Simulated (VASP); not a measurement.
Input of a VASP 6.6.1 run:

The input INCAR:

```
  PREC = Accurate
  ENCUT = 700
  EDIFF = 1E-7
  ISMEAR = 0
  SIGMA = 0.02
  LREAL = False
  LASPH = True
  NELM = 80
  ALGO = Normal
  ISIF = 4
  LWAVE = False
  LCHARG = False
  GGA = PE
  IVDW = 12
  IBRION = 2
  NSW = 80
  EDIFFG = -0.002
```

File KPOINTS:

```
regular mesh
0
Gamma
  15 15 6
```

The input POSCAR:

```
BN                                      
1.0
    2.4288933879      0.0000000000      0.0000000000
   -1.2144466939      2.1034833723      0.0000000000
    0.0000000000      0.0000000000      6.3572805461
  B               N             
     2     2
Direct
     0.3333333300000021    0.6666666699999979    0.2500000000000000
     0.6666666699999979    0.3333333300000021    0.7500000000000000
     0.3333333300000021    0.6666666699999979    0.7500000000000000
     0.6666666699999979    0.3333333300000021    0.2500000000000000
```

Potentials or basis: VASP PAW PBE potentials, release 64 (B, N).

The run is started by

```sh
$ cat potpaw_PBE.64/B/POTCAR potpaw_PBE.64/N/POTCAR > POTCAR
$ mpirun -np 1 vasp_std > vasp.out
```

**Question.** What does it give for the dispersion energy per atom?

**Answer.** -0.160 eV.

**Question.** Predict the band gap on the k mesh.

**Answer.** 4.18 eV, indirect (least direct gap 4.41 eV).

Step by step:
| step | energy change (eV) | largest force (eV/Å) | pressure (GPa) | volume (Å³) |
| --- | --- | --- | --- | --- |
| 1 | 0.0000 | 0.0000 | 27.51 | 32.48 |
| 2 | -0.2101 | 0.0000 | 0.66 | 32.48 |
| 3 | -0.2172 | 0.0000 | 4.44 | 32.48 |
| 4 | -0.2171 | 0.0000 | 4.85 | 32.48 |
| 5 | -0.2171 | 0.0000 | 4.85 | 32.48 |
| 6 | -0.2171 | 0.0000 | 4.83 | 32.48 |
| 7 | -0.2171 | 0.0000 | 4.83 | 32.48 |
| 8 | -0.2171 | 0.0000 | 4.83 | 32.48 |
| 9 | -0.2171 | 0.0000 | 4.83 | 32.48 |
| 10 | -0.2171 | 0.0000 | 4.83 | 32.48 |
| 11 | -0.2171 | 0.0000 | 4.82 | 32.48 |
| 12 | -0.2171 | 0.0000 | 4.81 | 32.48 |
| 13 | -0.2171 | 0.0000 | 4.79 | 32.48 |
| 14 | -0.2171 | 0.0000 | 4.76 | 32.48 |
| 15 | -0.2172 | 0.0000 | 4.68 | 32.48 |
| 16 | -0.2172 | 0.0000 | 4.52 | 32.48 |
| 17 | -0.2172 | 0.0000 | 4.47 | 32.48 |

Caveat: an odd mesh through Γ misses points on the zone boundary, where band edges often lie.
